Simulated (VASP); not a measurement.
Set up this calculation in VASP 6.6.1, as the native input.

```
Task                   : relaxation of cell and atoms
Functional             : PBE
Potentials or basis    : VASP PAW PBE potentials, release 64 (Ca_sv, F)
Cutoff                 : 600 eV
k mesh                 : 8 × 8 × 8
Occupations            : gaussian, width 0.02 eV
Spin                   : no spin polarisation
Dipole correction      : no
Further INCAR settings : ALGO = Fast; EDIFF = 1e-07; IBRION = 2; EDIFFG = -0.01; NSW = 100; ISIF = 3
```

The structure of CaF2 lies in POSCAR:

```
CaF2
1.0
    0.0000000000      2.7547995968      2.7547995968
    2.7547995968      0.0000000000      2.7547995968
    2.7547995968      2.7547995968      0.0000000000
Ca F
1 2
Direct
    0.0000000000      0.0000000000      0.0000000000
    0.7500000000      0.7500000000      0.7500000000
    0.2500000000      0.2500000000      0.2500000000
```

The cell was built by a generator and needn't be a form met in nature.

The input as run:

INCAR

```
SYSTEM = CaF2
PREC     = Accurate       ! precision mode
ENCUT    = 600            ! plane-wave cutoff, eV
EDIFF    = 1E-7           ! SCF threshold, eV
ISMEAR   = 0              ! smearing method
SIGMA    = 0.02           ! smearing width, eV
LREAL    = .False.        ! projectors in reciprocal space
LASPH    = .True.         ! aspherical terms in the spheres
NELM     = 100            ! most SCF steps
ALGO     = Fast           ! electronic algorithm
ISIF     = 3              ! what is computed and relaxed
LWAVE    = .False.        ! write WAVECAR
LCHARG   = .False.        ! write CHGCAR
GGA      = PE             ! functional
IBRION   = 2              ! ionic algorithm
NSW      = 100            ! ionic steps
EDIFFG   = -0.01          ! ionic threshold
```

KPOINTS

```
Automatic mesh
0
Gamma
  8 8 8
  0 0 0
```

Potentials or basis: VASP PAW PBE potentials, release 64 (Ca_sv, F).

Command:

```bash
$ cat potpaw_PBE.64/Ca_sv/POTCAR potpaw_PBE.64/F/POTCAR > POTCAR
$ mpirun -np 1 vasp_std > vasp.out
```

It gave:

* Relaxed volume: 13.96 Å³/atom
* Relaxed cell: a = 3.898 Å, b = 3.898 Å, c = 3.898 Å, α = 60.00°, β = 60.00°, γ = 60.00°
* Space group after relaxing (to 0.05 Å): Fm-3m (No. 225)
* Energy gained by relaxing: 0.0 meV/atom
* Ionic steps: 2
* Pressure after relaxing: 0.0 GPa
* Band gap on the k mesh: 7.12 eV, indirect (least direct gap 7.37 eV)

Wall time 22 s on 1 thread of Intel(R) Xeon(R) 6975P-C (Granite Rapids), with other jobs on the host, peak memory 0.19 GiB.
